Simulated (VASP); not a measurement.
# Pt (Fm-3m) in VASP: further runs

Runs on Pt. Level: PBE. Tasks: relaxation of cell and atoms.

Everything below comes from runs of VASP 6.6.1. Logs are shortened: lines on timing, memory, paths and dates and some standing lists are left out, and cuts for length are marked.

**1. Starting point**

The structure is cubic, space group Fm-3m (No. 225). Conventional cell: a = 3.922 Å, b = 3.922 Å, c = 3.922 Å, α = 90.00°, β = 90.00°, γ = 90.00°. Pt (site symmetry m-3m) has 12 Pt at 2.77 Å as nearest neighbours.

**2. Relaxation of cell and atoms, PBE**

Contents of INCAR:

```
PREC = Accurate
ENCUT = 520
EDIFF = 1E-7
ISMEAR = 0
SIGMA = 0.1
LREAL = False
LASPH = True
NELM = 60
ALGO = Fast
ISIF = 3
LWAVE = False
LCHARG = False
GGA = PE
IBRION = 2
NSW = 80
EDIFFG = -0.002
AMIX = 0.2
```

Contents of KPOINTS:

```
Automatic mesh
0
Gamma
  18 18 18
```

Contents of POSCAR:

```
Pt
1.0
    0.0000000000      1.9609000000      1.9609000000
    1.9609000000      0.0000000000      1.9609000000
    1.9609000000      1.9609000000      0.0000000000
Pt
1
Direct
    0.0000000000      0.0000000000      0.0000000000
```

Potentials or basis: VASP PAW PBE potentials, release 64 (Pt).

Launch:

```
> cat potpaw_PBE.64/Pt/POTCAR > POTCAR
> mpirun -np 1 vasp_std > vasp.out
```

OUTCAR:

```text
PREC = Accurate
   ENCUT = 520
   EDIFF = 1E-7
   ISMEAR = 0
   LREAL = False
   LASPH = True
   NELM = 60
   ISIF = 3
   GGA = PE
   IBRION = 2
   NSW = 80
   EDIFFG = -0.002
   AMIX = 0.2

 ion  position               nearest neighbor table
   1  0.000  0.000  0.000-

  LATTYP: Found a face centered cubic cell.
 ALAT       =     3.9218000000

  Lattice vectors:

 A1 = (   0.0000000000,   1.9609000000,   1.9609000000)
 A2 = (   1.9609000000,   0.0000000000,   1.9609000000)
 A3 = (   1.9609000000,   1.9609000000,   0.0000000000)

Analysis of symmetry for initial positions (statically):
=====================================================================
 Subroutine PRICEL returns:
 Original cell was already a primitive cell.

 Routine SETGRP: Setting up the symmetry group for a
 face centered cubic supercell.

 Subroutine GETGRP returns: Found 48 space group operations
 (whereof 48 operations were pure point group operations)
 out of a pool of 48 trial point group operations.

The static configuration has the point symmetry O_h .

Analysis of symmetry for dynamics (positions and initial velocities):
=====================================================================
 Subroutine PRICEL returns:
 Original cell was already a primitive cell.

 Routine SETGRP: Setting up the symmetry group for a
 face centered cubic supercell.

 Subroutine GETGRP returns: Found 48 space group operations
 (whereof 48 operations were pure point group operations)
 out of a pool of 48 trial point group operations.

The dynamic configuration has the point symmetry O_h .

 Subroutine INISYM returns: Found 48 space group operations
 (whereof 48 operations are pure point group operations),
 and found     1 'primitive' translations

----------------------------------------------------------------------------------------

                                     Primitive cell

  volume of cell :      15.0798

  direct lattice vectors                    reciprocal lattice vectors
     0.000000000  1.960900000  1.960900000    -0.254984956  0.254984956  0.254984956
     1.960900000  0.000000000  1.960900000     0.254984956 -0.254984956  0.254984956
     1.960900000  1.960900000  0.000000000     0.254984956  0.254984956 -0.254984956

  length of vectors
     2.773131374  2.773131374  2.773131374     0.441646899  0.441646899  0.441646899

  position of ions in fractional coordinates (direct lattice)
     0.000000000  0.000000000  0.000000000

  ion indices of the primitive-cell ions
   primitive index   ion index
                 1           1
[... 97 lines left out ...]
   GGA     = PE    functional components
   LHFCALC =     F    Hartree Fock is set to
   AEXX    =    0.0000 exact exchange contribution
   IVDW    =     0    specifies the selected vdW correction
   LEPSILON=     F    determine dielectric tensor
   LRPA    =     F    only Hartree local field effects (RPA)
 conjugate gradient relaxation of ions
 non-spin polarized calculation
 RMM-DIIS sequential band-by-band and
 Gauss-broadening in eV      SIGMA  =   0.10
  energy-cutoff  :      520.00
  volume of cell :       15.08
 maximum number of plane-waves:       419
 NGX is ok and might be reduce to    24
   NGX = 11   NGY = 11   NGZ = 11

--------------------------------------- Ionic step        1  -------------------------------------------

 number of electron      10.0000000 magnetization

 Free energy of the ion-electron system (eV)
  ---------------------------------------------------
  ext. energy  EPLUGINS =         0.00000000
  ---------------------------------------------------
  free energy    TOTEN  =        -6.08435660 eV

  energy without entropy =       -6.07369200  energy(sigma->0) =       -6.07902430

------------------------ aborting loop because EDIFF is reached ----------------------------------------

  FORCE on cell =-STRESS in cart. coord.  units (eV):
  Direction    XX          YY          ZZ          XY          YZ          ZX
  --------------------------------------------------------------------------------------
  -------------------------------------------------------------------------------------
  Total        0.8954938      0.8954938      0.8954938      0.0000000      0.0000000      0.0000000
  in kB       95.1429947     95.1429947     95.1429947      0.0000000      0.0000000      0.0000000
  external PRESSURE =      95.1429947 kB  Pullay stress =       0.0000000 kB
[... 22 lines left out ...]
--------------------------------------- Ionic step        2  -------------------------------------------

 number of electron      10.0000001 magnetization

 E-fermi :   8.9854     XC(G=0): -12.7388

 val. band max:        8.9846163270   @ k =   0.4444   0.1111   0.0000
 cond. band min:       8.9905006897   @ k =  -0.4444   0.2778   0.0556
 fundamental gap:      0.0058843627
 Fermi energy:         8.9854149184

 k-point     1 :       0.0000    0.0000    0.0000
  band No.  band energies     occupation
      1       0.1228      2.00000
      2       5.9093      2.00000
      3       5.9093      2.00000
      4       5.9093      2.00000
      5       7.6538      2.00000
      6       7.6538      2.00000
      7      23.8903      0.00000
      8      28.1491      0.00000
      9      28.1491      0.00000
[... 339 lines left out ...]
  FREE ENERGIE OF THE ION-ELECTRON SYSTEM (eV)
  ---------------------------------------------------
  free  energy   TOTEN  =        -6.0995539358 eV

  energy  without entropy=       -6.0882931216  energy(sigma->0) =       -6.09392353

[... ionic steps 4 to 14 ...]

--------------------------------------- Ionic step       15  -------------------------------------------

 number of electron      10.0000002 magnetization

------------------------ aborting loop because EDIFF is reached ----------------------------------------
[... 65 lines left out ...]
--------------------------------------- Ionic step       17  -------------------------------------------

 number of electron      10.0000002 magnetization

 Free energy of the ion-electron system (eV)
  ---------------------------------------------------
  ext. energy  EPLUGINS =         0.00000000
  ---------------------------------------------------
  free energy    TOTEN  =        -6.09957085 eV

  energy without entropy =       -6.08832869  energy(sigma->0) =       -6.09394977

 E-fermi :  10.6099     XC(G=0): -13.2832

 val. band max:       10.6096729674   @ k =  -0.3333   0.3889   0.1111
 cond. band min:      10.6207692020   @ k =   0.4444   0.1111   0.0000
 fundamental gap:      0.0110962346
 Fermi energy:        10.6099212754

 k-point     1 :       0.0000    0.0000    0.0000
  band No.  band energies     occupation
      1       0.7784      2.00000
      2       7.0285      2.00000
      3       7.0285      2.00000
      4       7.0285      2.00000
      5       9.0629      2.00000
      6       9.0629      2.00000
      7      25.3410      0.00000
      8      30.1114      0.00000
      9      30.1114      0.00000
[... 304 lines left out ...]
  FREE ENERGIE OF THE ION-ELECTRON SYSTEM (eV)
  ---------------------------------------------------
  free  energy   TOTEN  =        -6.0995708494 eV

  energy  without entropy=       -6.0883286869  energy(sigma->0) =       -6.09394977

 reached required accuracy - stopping structural energy minimisation
```

OSZICAR:

```text
N       E                     dE             d eps       ncg     rms          rms(c)
DAV:   1     0.360697086063E+02    0.36070E+02   -0.55520E+03  3687   0.104E+03
DAV:   2    -0.606326310990E+01   -0.42133E+02   -0.40332E+02  3695   0.185E+02
[... 108 lines left out ...]
  16 F= -.60995706E+01 E0= -.60939487E+01  d E =-.176972E-05
       N       E                     dE             d eps       ncg     rms          rms(c)
DAV:   1    -0.609957164425E+01   -0.10439E-05   -0.20861E-05  3575   0.485E-02    0.631E-03
RMM:   2    -0.609957107944E+01    0.56481E-06   -0.33439E-07  2656   0.602E-03    0.407E-03
RMM:   3    -0.609957077009E+01    0.30935E-06   -0.71139E-07  3346   0.839E-03    0.184E-03
RMM:   4    -0.609957084940E+01   -0.79314E-07   -0.22686E-08  1756   0.164E-03
  17 F= -.60995708E+01 E0= -.60939498E+01  d E =-.203738E-05
```

It took 87 s on 1 thread of Intel Xeon Platinum 8488C (Sapphire Rapids), shared host; peak memory 0.18 GiB.

What came out:

- Free energy: -6.0996 eV
- Relaxed volume: 15.61 Å³/atom
- Relaxed cell: a = 2.805 Å, b = 2.805 Å, c = 2.805 Å, α = 60.00°, β = 60.00°, γ = 60.00°
- Space group after relaxing (to 0.05 Å): Fm-3m (No. 225)
- Energy gained by relaxing: 15.2 meV/atom
- Ionic steps: 17
- Pressure after relaxing: 0.0 GPa
- Band gap on the k mesh: none (metal or under the smearing width)

Step by step:
```tsv
step	energy change (eV)	largest force (eV/Å)	pressure (GPa)	volume (Å³)
1	0.0000	0.0000	9.51	15.08
2	0.0771	0.0000	-17.63	17.12
3	-0.0152	0.0000	-0.27	15.63
4	-0.0152	0.0000	-0.03	15.62
5	-0.0152	0.0000	0.14	15.60
6	-0.0152	0.0000	0.16	15.60
7	-0.0152	0.0000	0.12	15.61
8	-0.0152	0.0000	0.12	15.61
9	-0.0152	0.0000	0.12	15.61
10	-0.0152	0.0000	0.12	15.61
11	-0.0152	0.0000	0.12	15.61
12	-0.0152	0.0000	0.13	15.61
13	-0.0152	0.0000	0.14	15.61
14	-0.0152	0.0000	0.08	15.61
15	-0.0152	0.0000	0.05	15.61
16	-0.0152	0.0000	-0.03	15.61
17	-0.0152	0.0000	0.00	15.61
```

Final structure:
```
Pt
1.0
     0.00000    1.98376    1.98376
     1.98376    0.00000    1.98376
     1.98376    1.98376    0.00000
Pt
1
Direct
  0.00000 0.00000 0.00000
```

The run has no spin-orbit coupling, so splittings on Pt are missing. Zero-point motion and thermal expansion aren't in these numbers.

**3. Relaxation of cell and atoms, PBE**

This run uses another cell than the first one, of 15.61 Å³/atom, 1.035 times its volume.

INCAR is that of step 2.

KPOINTS is that of step 2.

Contents of POSCAR:

```
Pt                                      
1.0
   -0.0000000000      1.9837561877      1.9837561877
    1.9837561877      0.0000000000      1.9837561877
    1.9837561877      1.9837561877      0.0000000000
  Pt            
     1
Direct
     0.0000000000000000    0.0000000000000000    0.0000000000000000
```

Potentials or basis: VASP PAW PBE potentials, release 64 (Pt).

Launch:

```
> cat potpaw_PBE.64/Pt/POTCAR > POTCAR
> mpirun -np 1 vasp_std > vasp.out
```

Wall time 28 s (1 thread of Intel Xeon Platinum 8488C (Sapphire Rapids), shared host); peak memory 0.17 GiB.

Results (log left out):

```yaml
Free_energy: -6.1001 eV
Energy_gained_by_relaxing: 0.0 meV/atom
Ionic_steps: 4
Pressure_after_relaxing: 0.0 GPa
Band_gap_on_the_k_mesh: none (metal or under the smearing width)
```

Final structure:
```xyz
1
Lattice="0.0000 1.9837 1.9837 1.9837 0.0000 1.9837 1.9837 1.9837 0.0000" Properties=species:S:1:pos:R:3 pbc="T T T"
Pt    0.0000    0.0000    0.0000
```

Levels at points of the mesh, in eV from the Fermi level:
```
           k point  band 1  band 2  band 3  band 4  band 5  band 6  band 7  band 8  band 9
(0.00, 0.00, 0.00)   -9.83   -3.58   -3.58   -3.58   -1.55   -1.55   14.73   19.50   19.50
(0.50, 0.00, 0.00)   -6.97   -3.64   -3.64   -0.33    0.03    0.03    5.58   14.29   18.74
(0.50, 0.50, 0.00)   -6.70   -6.27    0.00    0.45    0.45    1.85    8.51   11.28   11.28
```

Spin-orbit coupling is left out, which matters for the levels of Pt.
